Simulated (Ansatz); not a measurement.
Reaction (hydrogenolysis of a C–C bond): methyl methacrylate + H₂ → `COC=O` + propene

Gas-phase electronic energies from Ansatz, PBE0-D4/def2-TZVP geometries. CCSD(T)/CBS is the MP2 limit (def2-TZVPP, def2-QZVPP) plus CCSD(T) − MP2 in def2-TZVPP, frozen cores. This one scheme is used for every species. Functionals use def2-TZVPP. One conformer a species, not always the lowest.

Is it downhill or uphill in electronic energy at CCSD(T)/CBS, and by how much? (An estimate is asked.)

The calculation gave: Downhill: ΔE = -20.3 kJ/mol.

What do these levels give: PBE0-D4, ωB97X-V, ωB97M-V, MP2/def2-TZVPP, HF/CBS(def2), MP2/CBS(def2)? (Estimate.)

Computed: PBE0-D4 -19.8, ωB97X-V -20.8, ωB97M-V -20.5, MP2/def2-TZVPP -15.3, HF/CBS(def2) -48.4, MP2/CBS(def2) -14.5 kJ/mol.

Largest T1 diagnostic among the species: 0.015.

The D4 term adds +14.0 kJ/mol with B3LYP and +8.0 kJ/mol with PBE0; it sums over pairs of atoms, weighted by their polarisabilities, and B3LYP, whose exchange is more repulsive, gets the larger term. In def2-TZVPP, CCSD(T) changes the Hartree–Fock value by +26.7 kJ/mol (the triples alone add +6.8 kJ/mol) and MP2 by +32.5 kJ/mol.

B3LYP here is the variant with VWN-RPA as its local correlation; programs differ in this.
